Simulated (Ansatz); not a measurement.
## Every step of a relaxation of fcc Sc (100), 6 layers

DFT, PBEsol, PAW with Ansatz's default frozen-core files, scalar-relativistic (Ansatz 0.2.0); a Γ-centred 13×13×1 k mesh, Fermi–Dirac smearing of 0.05 eV, no spin polarisation. The run relaxes the atoms in the fixed cell.

Command: `ansatz run input.yaml --threads 2 --pin off --max-ram 4096MiB --backend cpu --events-out ev --progress --plain --runs-dir out` It took 81 s on 2 threads of Arm Neoverse V1, on a shared host, peak memory 0.62 GiB.

```yaml
crystal:
  lattice:
    - [3.2186714418, 0.0, 0.0]
    - [0.0, 3.2186714418, 0.0]
    - [0.0, 0.0, 27.3797]
  atoms:
    - { symbol: Sc, position: [0.25, 0.25, 0.2921868754] }
    - { symbol: Sc, position: [0.75, 0.75, 0.3753121252] }
    - { symbol: Sc, position: [0.25, 0.25, 0.4584373751] }
    - { symbol: Sc, position: [0.75, 0.75, 0.5415626249] }
    - { symbol: Sc, position: [0.25, 0.25, 0.6246878748] }
    - { symbol: Sc, position: [0.75, 0.75, 0.7078131246] }
kpoints:
  mp_grid: { grid: [13, 13, 1] }
scf:
  occupations: { method: fermi_dirac, width: 0.05 }
hamiltonian:
  xc: pbesol
  pseudopotentials: { kind: paw }
output:
  forces: true
  stress: true
  eigenvalues: true
  write_density: true
  write_potential: true
  elf: true
  volumetric_format: npy
relax:
  f_tol: 0.01
  max_steps: 40
efield:
  axis: 3
  amplitude: 0
  dipole_correction: true
```

Each step lists its free energy a cell above the last geometry, and Cartesian positions (Å) with forces (eV/Å).

The first step:

```
step 1  dF = 77.20 meV
  Sc 0.8047 0.8047 8.0000   0.0000 0.0000 0.4267
  Sc 2.4140 2.4140 10.2759   0.0000 0.0000 -0.4618
  Sc 0.8047 0.8047 12.5519   0.0000 0.0000 0.0615
  Sc 2.4140 2.4140 14.8278   0.0000 0.0000 -0.0615
  Sc 0.8047 0.8047 17.1038   0.0000 0.0000 0.4618
  Sc 2.4140 2.4140 19.3797   0.0000 0.0000 -0.4267
```

The PAW files were made under PBE. The cell is 1×1, so reconstructions are forbidden.

Task: Where does the relaxation end, and by which steps?

Result: After 4 geometries, with a shortest distance of 3.102 Å. The further steps:
```
step 2  dF = 4.30 meV
  Sc 0.8047 0.8047 8.1697   0.0000 0.0000 -0.1016
  Sc 2.4140 2.4140 10.2445   0.0000 0.0000 0.1372
  Sc 0.8047 0.8047 12.5563   0.0000 0.0000 0.0057
  Sc 2.4140 2.4140 14.8234   0.0000 0.0000 -0.0057
  Sc 0.8047 0.8047 17.1352   0.0000 0.0000 -0.1372
  Sc 2.4140 2.4140 19.2100   0.0000 0.0000 0.1016
step 3  dF = 0.06 meV
  Sc 0.8047 0.8047 8.1590   0.0000 0.0000 0.0134
  Sc 2.4140 2.4140 10.2710   0.0000 0.0000 -0.0143
  Sc 0.8047 0.8047 12.5652   0.0000 0.0000 -0.0024
  Sc 2.4140 2.4140 14.8145   0.0000 0.0000 0.0024
  Sc 0.8047 0.8047 17.1087   0.0000 0.0000 0.0143
  Sc 2.4140 2.4140 19.2207   0.0000 0.0000 -0.0134
step 4  dF = 0.00 meV
  Sc 0.8047 0.8047 8.1624   0.0000 0.0000 -0.0001
  Sc 2.4140 2.4140 10.2699   0.0000 0.0000 -0.0003
  Sc 0.8047 0.8047 12.5645   0.0000 0.0000 0.0000
  Sc 2.4140 2.4140 14.8152   0.0000 0.0000 0.0000
  Sc 0.8047 0.8047 17.1098   0.0000 0.0000 0.0003
  Sc 2.4140 2.4140 19.2173   0.0000 0.0000 0.0001
```
